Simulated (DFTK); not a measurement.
Crystal: SiC (Moissanite).

```
CELL_PARAMETERS angstrom
3.07600 0.00000 0.00000
-1.53800 2.66389 0.00000
0.00000 0.00000 5.04800
ATOMIC_POSITIONS crystal
Si 0.66667 0.33333 0.50000
Si 0.33333 0.66667 0.00000
C 0.66667 0.33333 0.88500
C 0.33333 0.66667 0.38500
```

Base run:

```yaml
Program: DFTK 0.8.2
Functional: PBE
Potentials_or_basis: dojo.nc.sr.pbe.v0_4_1.standard.upf (PBE)
Cutoff: 1116 eV
k_mesh: 10 × 10 × 5
Occupations: fermi-dirac, width 0.05 eV
Spin: no spin polarisation
```

Its results: band gap on the k mesh 2.49 eV, indirect (least direct gap 4.09 eV); largest force 0.760 eV/Å.

The run is repeated on the same cell with these changes: functional from PBE to LDA; potentials or basis from dojo.nc.sr.pbe.v0_4_1.standard.upf (PBE) to cp2k.nc.sr.lda.v0_1.largecore.gth (LDA, GTH); cutoff from 1116 eV to 1143 eV. What comes out?

Band gap on the k mesh 2.39 eV, indirect (least direct gap 4.00 eV); largest force 0.709 eV/Å.

Caveats: an odd mesh through Γ misses points on the zone boundary, where band edges often lie (some runs); the mesh misses the band edges, which the band path finds closer together (some runs).

Not every run made on this cell is shown here.
